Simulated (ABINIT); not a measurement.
Runs of ABINIT 10.8.3 (patched build) on ZnS. Symmetry: F-43m, No. 216, cubic system. Conventional cell: a = 5.404 Å, b = 5.404 Å, c = 5.404 Å, α = 90.00°, β = 90.00°, γ = 90.00°. Zn (site symmetry -43m) has 4 S at 2.34 Å as nearest neighbours. S (site symmetry -43m) has 4 Zn at 2.34 Å as nearest neighbours. 

```csv
level,gap on the mesh (eV),pressure (GPa)
PBEsol,1.96,-2.1
WC,(d),-2.0
PW91,2.07,(b)
BLYP,2.09,5.5
RPBE,2.26,4.1
r2SCAN,2.64,(c)
revPBE,2.22,3.4
LDA,1.85,(a)
```

Alike in all rows: task band structure; potentials or basis JTH PAW PBE v2.0; no spin polarisation; cell as given; k mesh 9 × 9 × 9; cutoff (eV) 707; smearing fermi-dirac 0.05 eV.

Problem. Estimate the missing entries.

Solution. (a) -4.5; (b) 1.3; (c) -0.6; (d) 1.93.

Caveats: the PAW data sets were made with another functional, which shifts forces and pressure a little.

Runs at the PBE level aren't shown here.
